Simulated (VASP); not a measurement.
## SnO in VASP 6.6.1, single-point calculation

INCAR

```
NBANDS = 24
LWAVE = .FALSE.
LCHARG = .FALSE.
MAGMOM = -1 -1 1 1
ENCUT = 520
ISPIN = 2
IBRION = -1
EDIFF = 1E-7
PREC = Accurate
GGA = PE
LREAL = .FALSE.
NELM = 52
SIGMA = 0.02
NSW = 0
ISIF = 2
ISMEAR = -1
LASPH = .TRUE.
```

KPOINTS

```
KPOINTS created by Atomic Simulation Environment
0
Gamma
6 6 6
0 0 0
```

POSCAR

```
Sn O
 1.0000000000000000
     3.8684398229000001    0.0000000000000000    0.0000000000000000
     0.0000000000000000    3.8684398229000001    0.0000000000000000
     0.0000000000000000    0.0000000000000000    4.8535549723999996
 Sn  O
   2   2
Cartesian
  0.0000000000000000  1.9342199114500001  1.1264054007556932
  1.9342199114500001  0.0000000000000000  3.7271495716443059
  1.9342199114500001  1.9342199114500001  0.0000000000000000
 -0.0000000000000000  0.0000000000000000  0.0000000000000000
```

The recommended PBE PAW datasets give the neutral cell 40 valence electrons.

Command

```
mpirun -np 1 vasp_std
```

OSZICAR

```
N       E                     dE             d eps       ncg     rms          rms(c)
DAV:   1     0.399818810885E+03    0.39982E+03   -0.20718E+04  3880   0.251E+03
DAV:   2     0.316352928250E+02   -0.36818E+03   -0.36190E+03  4160   0.571E+02
DAV:   3    -0.233674448969E+02   -0.55003E+02   -0.54003E+02  4592   0.193E+02
DAV:   4    -0.254673045043E+02   -0.20999E+01   -0.20977E+01  4376   0.423E+01
DAV:   5    -0.255281133510E+02   -0.60809E-01   -0.60795E-01  5064   0.721E+00    0.154E+01
DAV:   6    -0.226526589127E+02    0.28755E+01   -0.25393E+01  6360   0.502E+01    0.558E+00
DAV:   7    -0.227155490974E+02   -0.62890E-01   -0.22788E+00  4528   0.103E+01    0.263E+00
DAV:   8    -0.227075465461E+02    0.80026E-02   -0.35799E-01  5552   0.414E+00    0.125E+00
DAV:   9    -0.226984105197E+02    0.91360E-02   -0.33837E-02  5592   0.200E+00    0.409E-01
DAV:  10    -0.226985340427E+02   -0.12352E-03   -0.18581E-02  6072   0.991E-01    0.190E-01
DAV:  11    -0.226987969141E+02   -0.26287E-03   -0.18133E-03  4888   0.387E-01    0.960E-02
DAV:  12    -0.226988469034E+02   -0.49989E-04   -0.23175E-04  4824   0.164E-01    0.352E-02
DAV:  13    -0.226988395532E+02    0.73502E-05   -0.10661E-04  5304   0.970E-02    0.103E-02
DAV:  14    -0.226988441175E+02   -0.45643E-05   -0.17409E-05  4632   0.267E-02    0.837E-03
DAV:  15    -0.226988451776E+02   -0.10601E-05   -0.16450E-06  4432   0.127E-02    0.475E-03
DAV:  16    -0.226988451466E+02    0.31027E-07   -0.18428E-06  4272   0.114E-02    0.858E-04
DAV:  17    -0.226988451420E+02    0.46202E-08   -0.17683E-07  3416   0.329E-03
   1 F= -.22698845E+02 E0= -.22698845E+02  d E =-.197033E-06  mag=     0.0000
```

It converged. Results: pressure 2.4 GPa; largest force 0.54 eV/Å; magnetic moment of the cell 0.00 μB.

For comparison, a separate PBE run of the intended cell, on usual settings and not on those above, gives a gap of 0.44 eV on its mesh and a pressure of 2.4 GPa.

The run above took about 3 min on one core of a shared host (Intel Xeon Platinum 8488C) and held 0.26 GiB at most.
